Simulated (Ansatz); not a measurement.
# AlNi3 (Pm-3m) in Ansatz: band structure with r2SCAN

Aim: the band structure of AlNi3 with r2SCAN.

All numbers are computed with Ansatz 0.2.0; they aren't measurements. Logs are shortened: lines on timing, memory, paths and dates and some standing lists are left out, and cuts for length are marked.

## Step 1: Starting point

It takes space group Pm-3m (No. 221, cubic). Conventional cell: a = 3.523 Å, b = 3.523 Å, c = 3.523 Å, α = 90.00°, β = 90.00°, γ = 90.00°. Ni (site symmetry 4/mmm) has 8 Ni at 2.49 Å and 4 Al at 2.49 Å as nearest neighbours. Al (site symmetry m-3m) is surrounded by 12 Ni at 2.49 Å.

The cell is a database's computed one.

## Step 2: Band structure, r2SCAN, collinear spin, ferromagnetic start

input.yaml reads:

```yaml
crystal:
  lattice:
    - [3.5230547267, 0.0, 0.0]
    - [0.0, 3.5230547267, 0.0]
    - [0.0, 0.0, 3.5230547267]
  atoms:
    - { symbol: Ni, position: [0.5, 0.5, 0.0], spin: 1.0 }
    - { symbol: Ni, position: [0.5, 0.0, 0.5], spin: 1.0 }
    - { symbol: Ni, position: [0.0, 0.5, 0.5], spin: 1.0 }
    - { symbol: Al, position: [0.0, 0.0, 0.0] }
hamiltonian:
  xc: r2scan
  pseudopotentials: { kind: paw }
magnetization:
  spin_polarized: true
kpoints:
  mp_grid: { grid: [8, 8, 8] }
  band_path:
    path:
      - [[0.0, 0.0, 0.0], [0.0, 0.5, 0.0], [0.5, 0.5, 0.0], [0.0, 0.0, 0.0], [0.5, 0.5, 0.5], [0.0, 0.5, 0.0]]
      - [[0.5, 0.5, 0.0], [0.5, 0.5, 0.5]]
    npoints: 14
scf:
  occupations: { method: fermi_dirac, width: 0.05 }
  n_extra_bands: 10
output:
  forces: true
  stress: true
  eigenvalues: true
  fatbands: true
```

Potentials or basis: Ansatz PAW.

On the command line:

```console
ansatz run input.yaml --threads 2 --pin off --max-ram 5632MiB --backend cpu --events-out ev --progress --plain --runs-dir out
```

The program printed:

```text
Warning: RAYON_NUM_THREADS=2 ignored (pool sized by the plan → 2); use --threads N
scf.n_extra_bands = 10 over 29 filled bands (N_el = 57.0): the run solves 39 bands
Engine: ansatz 0.2.0, x86_64-unknown-linux-gnu
Pseudopotentials: kind: paw
Pseudopotential: Ni, paw, valence charge 18, recommended cutoff 500 eV (meta_gga), Ni.paw.azcp
Pseudopotential: Al, paw, valence charge 3, recommended cutoff 500 eV (meta_gga), Al.paw.azcp
Functional definition: r2SCAN
  parameter k0 = 0.174
  parameter k1 = 0.065
  parameter a1 = 4.9479
  exchange = r2scan_x(k0 = k0, k1 = k1, a1 = a1)
  correlation = r2scan_c
Crystal: 4 atoms, lattice volume = 43.728 Å³
Basis set: ecut = 500 eV, 1141 PW (Γ), exchange–correlation on 108×108×108 points (64 copies of the dense FFT grid, shifted against one another)
Bands: 39, of which v1, the nominal top of the filled ones, is band 29 counted from 1 (28 counted from 0)
Symmetry: 48 space group operations
Space group: Pm-3m (ITA 221), of the structure as read, at distance tolerance 3.5e-5 Å
Magnetic group: BNS 221.92 (UNI 1594), of the structure as read, at distance tolerance 3.5e-5 Å
k-points: 35 of 512
Non-local potential: Ni, projectors of the file, l = 0: 3, l = 1: 2, l = 2: 3, l = 3: 1
Non-local potential: Al, projectors of the file, l = 0: 2, l = 1: 2, l = 2: 1
PAW form: soft (Blöchl's): semilocal exchange-correlation on the pseudo side does not see the compensation charge
PAW frozen core: Ni, regenerated for the run's functional (the file was generated under x = pbe(κ = 0.804, μ = 0.2195149727645171), c = pbe(β = 0.06672455060314922))
PAW frozen core: Al, regenerated for the run's functional (the file was generated under x = pbe(κ = 0.804, μ = 0.2195149727645171), c = pbe(β = 0.06672455060314922))
PAW one-centre angular grid: Ni, 590 points (default); XC on 160 Gauss nodes
PAW one-centre angular grid: Al, 302 points (default); XC on 160 Gauss nodes
Initial density: superposition of atomic densities (chi_scale 0.1, normalization cell)
Starting moments: Σ|m| = 3 μB on 3 of 4 sites
Initial wavefunctions: pseudopotential atomic-orbital guess
[... 20 lines left out ...]
SCF iter  15: F=—  HF=-18077.984601 eV  |F-HF|=—  |Δ(HF+E_count)|=   9.90e-7  Δρ=3.00e-5 (↑2.86e-5 ↓3.00e-5)  dr2=3.17e-7  dr2_τ=7.12e-9  dr2_m=1.14e-8  M=0.867 μB ∫|m|=1.336 μB  β_m=1.00  ethr=5.20e-9  ⟨swp⟩=2.3  Hψ=4073  notcnv=0  defer=255  κ⁻¹=4.9e-6(r=8)
SCF iter  16: F=—  HF=-18077.984603 eV  |F-HF|=—  |Δ(HF+E_count)|=   2.18e-6  Δρ=2.16e-5 (↑1.07e-5 ↓2.16e-5)  dr2=1.93e-7  dr2_τ=3.13e-10  dr2_m=1.80e-8  M=0.867 μB ∫|m|=1.336 μB  β_m=1.00  ethr=5.57e-10  ⟨swp⟩=2.2  Hψ=4784  notcnv=0  defer=255  κ⁻¹=5.4e-7(r=8)
SCF iter  17: F=-18077.984603 eV  HF=-18077.984603 eV  |F-HF|=2.58e-8  |Δ(HF+E_count)|=   7.18e-8  Δρ=5.64e-6 (↑4.93e-6 ↓5.64e-6)  dr2=1.82e-8  dr2_τ=2.04e-10  dr2_m=4.43e-10  M=0.868 μB ∫|m|=1.336 μB  ethr=1.75e-10  ⟨swp⟩=9.8  Hψ=15045  notcnv=0
SCF 1 converged in 17 iterations: F = -18077.984603 eV  dr2 = 1.82e-8
this state was not tested for a lower state beside it, because the mixer in use, unlike msr1, does not test its closes by its own steps (another_mixer; see scf.mixing.algorithm and scf.lower_state_search)
NSCF: frozen V_eff on 86 k-points
SCF converged after 17 iterations
Magnetization: 0.8675 μB (28.9338 up, 28.0662 down)
Absolute magnetization: 1.3359 μB (∫|ρ↑−ρ↓|, with the PAW one-centre terms)
Spin contamination: 0.0472 ħ² per cell (⟨S²⟩ above its minimum at these occupations)
Per-site moments (μB) at R_I (Å): [(0.3528777517515051, 1.0276100536931165), (0.3528777517515056, 1.0276100536931165), (0.35287775175150476, 1.0276100536931165), (-0.03437588756063106, 1.0276100536931165)]
Free energy (F): -18077.984603 eV
Harris-Foulkes:  -18077.984603 eV  (|F-HF|=2.58e-8)
Internal energy: -18077.966949 eV  (E = F + TS)
E sigma→0 (E₀):  -18077.975776 eV
Entropy (-TS):   -0.017654 eV (-4.413 meV/atom)
Fermi energy:    16.360185 eV
--- Per-component energies (eV) ---
  E_band       = -979.736699
  E_kinetic    = 877.743141
  E_local      = -11886.537444  (includes V_loc(G=0)·N_el)
  E_nonlocal   = 1930.364845
  E_hartree    = 5073.225579
  E_xc         = -276.125432
  E_vxc        = -387.415627  (∫ρ·V_xc dr)
  E_paw        = -5407.498470  (= ΣΔE_a)
  E_vpaw       = -1688.515152  (= ΣTr[D̂ρ^β])
  E_aug_tail   = 0.000687  (compensation charges beyond the density's cutoff)
  E_vtau       = 28.157848  (kinetic-family band-sum trace: ∫τ·v_τ [+ j·A + Jᵃ·Aᵃ] dr)
  E_ewald      = -8388.179542
  E_core_change = -0.960314  (= ΣΔE_core)
  E_smearing   = -0.017654  (= −TS)
  E_closure    = -0.000000  (closes the sum)
  Σ components = -18077.984603   (vs F -18077.984603, Δ=0.00e0)
--- Forces (eV/Å), atoms counted from 1 ---
  atom   1  Ni     0.00000000    -0.00000000     0.00000000
  atom   2  Ni    -0.00000000    -0.00000000     0.00000000
  atom   3  Ni     0.00000000    -0.00000000    -0.00000000
  atom   4  Al    -0.00000000    -0.00000000     0.00000000
  max |Σ_I F_I| component: 6.80e-29 eV/Å
--- Stress (GPa, compression-positive) ---
        0.516768      -0.000000       0.000000
        0.000000       0.516768       0.000000
        0.000000       0.000000       0.516768
  P = ⅓ Tr σ = 0.5168 GPa (5.168 kbar)
--- Band table (eV; the first three rows and the last of 70) ---
  k-point 0 ↑: bands = ["-90.7485", "-90.7144", "-90.7144", "-49.7338", "-49.7338", "-49.7338", "-49.6101", "-49.6101", "-49.6101", "-49.5771", "-49.5771", "-49.5771", "5.6198", "11.5079", "12.2142", "12.2142", "12.5482", "12.5482", "12.5482", "14.6399", "14.6399", "14.6399", "15.4936", "15.4936", "15.8390", "15.9501", "15.9501", "15.9501", "17.1828", "17.1828", "17.1828", "23.1554", "23.1554", "24.2993", "29.4670", "29.4670", "29.4670", "31.1906", "31.1906"]
  k-point 1 ↑: bands = ["-90.7473", "-90.7155", "-90.7144", "-49.7308", "-49.7308", "-49.7287", "-49.6110", "-49.6110", "-49.6103", "-49.5828", "-49.5791", "-49.5791", "5.8239", "11.5662", "12.0985", "12.3414", "12.5844", "12.5844", "12.5943", "14.5320", "14.5320", "14.5896", "15.3794", "15.4954", "15.5903", "15.5903", "15.7666", "15.9503", "16.4173", "17.8013", "17.8013", "23.1325", "23.6999", "25.0279", "28.3386", "28.3386", "28.8994", "30.3875", "30.5511"]
  k-point 2 ↑: bands = ["-90.7441", "-90.7187", "-90.7144", "-49.7231", "-49.7231", "-49.7141", "-49.6140", "-49.6140", "-49.6109", "-49.5988", "-49.5839", "-49.5839", "6.4253", "11.3022", "12.0039", "12.6845", "12.6845", "12.6887", "12.7166", "14.2597", "14.2597", "14.4570", "14.9261", "15.1531", "15.1531", "15.4400", "15.4599", "15.5935", "15.9508", "18.9957", "18.9957", "23.0681", "24.0861", "26.1472", "26.1472", "26.8778", "28.2935", "28.9872", "31.2676"]
  k-point 34 ↓: bands = ["-90.1098", "-90.1098", "-90.1098", "-49.1473", "-49.1473", "-49.1473", "-49.0922", "-49.0128", "-49.0128", "-49.0128", "-48.8936", "-48.8936", "10.2534", "12.2688", "12.2688", "12.2688", "13.8458", "13.8458", "13.8458", "14.4461", "14.4461", "14.4461", "14.8717", "14.8717", "14.8717", "15.2930", "15.2930", "15.8055", "16.5663", "16.5663", "16.5663", "20.2674", "20.8994", "20.8994", "20.8994", "35.5267", "35.5267", "37.6556", "37.6556"]
```

bands.tsv:

```text
[... 103 lines left out ...]
```

It took 19 s on 2 threads of Intel Xeon 6975P-C (Granite Rapids), shared host; peak memory 0.58 GiB.

Results:

| Property | Result |
| --- | --- |
| Free energy | -18077.9846 eV |
| Pressure | 0.5 GPa |
| Band gap on the k mesh | none (metal or under the smearing width) |
| Net moment | 0.87 μB per cell |
| Absolute moment | 1.34 μB per cell |
| Site moments | Ni +0.35; Al -0.03 μB |

Levels at the corners of the path, in eV from the Fermi level:
Spin up:
| point | band 26 | band 27 | band 28 | band 29 | band 30 | band 31 | band 32 | band 33 |
| --- | --- | --- | --- | --- | --- | --- | --- | --- |
| Γ | -0.41 | -0.41 | -0.41 | 0.82 | 0.82 | 0.82 | 6.80 | 6.80 |
| X | -1.49 | -1.35 | -0.80 | -0.41 | 5.78 | 5.78 | 5.80 | 5.80 |
| M | -1.50 | -1.36 | -1.26 | -0.82 | 0.64 | 0.64 | 8.52 | 8.52 |
| Γ | -0.41 | -0.41 | -0.41 | 0.82 | 0.82 | 0.82 | 6.80 | 6.80 |
| R | -1.37 | -1.37 | -0.56 | -0.56 | -0.56 | -0.40 | 3.76 | 4.15 |
| X | -1.49 | -1.35 | -0.80 | -0.41 | 5.78 | 5.78 | 5.80 | 5.80 |
| M | -1.50 | -1.36 | -1.26 | -0.82 | 0.64 | 0.64 | 8.52 | 8.52 |
| R | -1.37 | -1.37 | -0.56 | -0.56 | -0.56 | -0.40 | 3.76 | 4.15 |
Spin down:
| point | band 25 | band 26 | band 27 | band 28 | band 29 | band 30 | band 31 | band 32 |
| --- | --- | --- | --- | --- | --- | --- | --- | --- |
| Γ | -0.01 | 0.52 | 0.52 | 0.52 | 0.63 | 0.63 | 0.63 | 6.96 |
| X | -0.99 | -0.96 | -0.96 | -0.53 | 0.52 | 5.78 | 5.78 | 5.87 |
| M | -1.41 | -1.29 | -0.95 | -0.61 | -0.49 | 1.22 | 1.22 | 8.54 |
| Γ | -0.01 | 0.52 | 0.52 | 0.52 | 0.63 | 0.63 | 0.63 | 6.96 |
| R | -1.49 | -1.07 | -1.07 | -0.55 | 0.21 | 0.21 | 0.21 | 3.91 |
| X | -0.99 | -0.96 | -0.96 | -0.53 | 0.52 | 5.78 | 5.78 | 5.87 |
| M | -1.41 | -1.29 | -0.95 | -0.61 | -0.49 | 1.22 | 1.22 | 8.54 |
| R | -1.49 | -1.07 | -1.07 | -0.55 | 0.21 | 0.21 | 0.21 | 3.91 |

Caveat: the magnetic or orbital state may not be the lowest; the PAW data sets come from PBE, with cores solved anew for the run's functional, which leaves a small shift of forces and pressure.
